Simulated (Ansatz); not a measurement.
NaI in the zincblende structure, relaxed with r2SCAN, was run in Ansatz under altered settings. All numbers are computed, without spin polarisation but where a row says otherwise.

```yaml
crystal:
  lattice:
    - [0.00000, 3.54319, 3.54319]
    - [3.54319, 0.00000, 3.54319]
    - [3.54319, 3.54319, 0.00000]
  atoms:
    - { symbol: Na, position: [0.00000, 0.00000, 0.00000] }
    - { symbol: I, position: [0.25000, 0.25000, 0.25000] }
```

The base run's other keys:
```yaml
kpoints:
  mp_grid: { grid: [4, 4, 4] }
hamiltonian:
  xc: r2scan
scf:
  occupations: { method: fixed }
  n_extra_bands: 4
```

It takes 6 iterations with 2229 plane waves at 500 eV and 8 k points, and leaves a mean stress of +0.02 GPa. The gap over this mesh is 4.419 eV.

Outcomes, with energy and stress as changes against the base:
```
                                setting        outcome  ΔF (meV/atom)  Δ mean stress (GPa)  gap on the mesh (eV)  iterations
 scf.occupations: methfessel_paxton 0.2      converged            0.0                 0.00                 4.419           5
                   scf.n_extra_bands: 1      converged            0.0                 0.00                 4.419           6
                      basis.ecutwfc: 80  not converged              –                    –                     –           8
      scf.occupations: fermi_dirac 0.05      converged            0.0                 0.00                 4.419           6
                     basis.ecutwfc: 900      converged           -1.2                 0.00                 4.419           6
            scf.occupations: cold 0.001      converged            0.0                 0.00                 4.419           5
                  scf.n_extra_bands: 24      converged            0.0                 0.00                 4.419           6
hamiltonian.pseudopotentials: ultrasoft        refused              –                    –                     –           –
              scf.occupations: cold 1.5      converged            0.0                 0.00                 4.419          11
        kpoints.mp_grid.grid: [2, 2, 2]      converged            +77                +0.73                 4.386           6
       scf.occupations: fermi_dirac 0.2      converged            0.0                 0.00                 4.419           6
                hamiltonian.xc: mr2scan      converged              –                 0.00                 4.419           6
                   hamiltonian.xc: scan        refused              –                    –                     –           –
```
A dash marks a value that wasn't obtained or can't be compared. Stress is positive in compression.

- basis.ecutwfc: 80. The loop closes, but the program refuses the state that it reached. Error: refused after 8 iterations: one_centre_occupation = 3.94e0 (threshold 2.00e0); read on the Na atom at site 0 (counted from 0), in its partial waves of l = 1. The loop had accepted its state. The figure is how many electrons the atom's PAW partial-wave expansion lays in one spin orbital inside its sphere. […]
- basis.ecutwfc: 900. 5577 plane waves in place of 2229. The free energy moves by -1.2 meV an atom, the mean stress by 0.00 GPa and the gap on the mesh by 0.000 eV (to 4.419). The base cutoff was converged to that degree.
- hamiltonian.pseudopotentials: ultrasoft. The input is refused before any iteration. Error: YAML parse error: line 13 column 29: unknown variant `uspp`, expected one of nc, nc_fr, paw, paw_fr, all_electron
- kpoints.mp_grid.grid: [2, 2, 2]. The free energy moves by +77 meV an atom, the mean stress by +0.73 GPa and the gap on the mesh by -0.032 eV (to 4.386). The mesh is too coarse.
- hamiltonian.xc: scan. The input is refused before any iteration. Error: YAML parse error: line 12 column 7: hamiltonian.xc: unknown variant `scan`, expected one of […]

Within 1 meV an atom, 0.1 GPa and 0.005 eV of the base stay: scf.occupations: methfessel_paxton 0.2; scf.n_extra_bands: 1; scf.occupations: fermi_dirac 0.05; scf.occupations: cold 0.001; scf.n_extra_bands: 24; scf.occupations: cold 1.5; scf.occupations: fermi_dirac 0.2.

Spin-orbit coupling is left out, which matters wherever the heavy atoms make up the band edges.
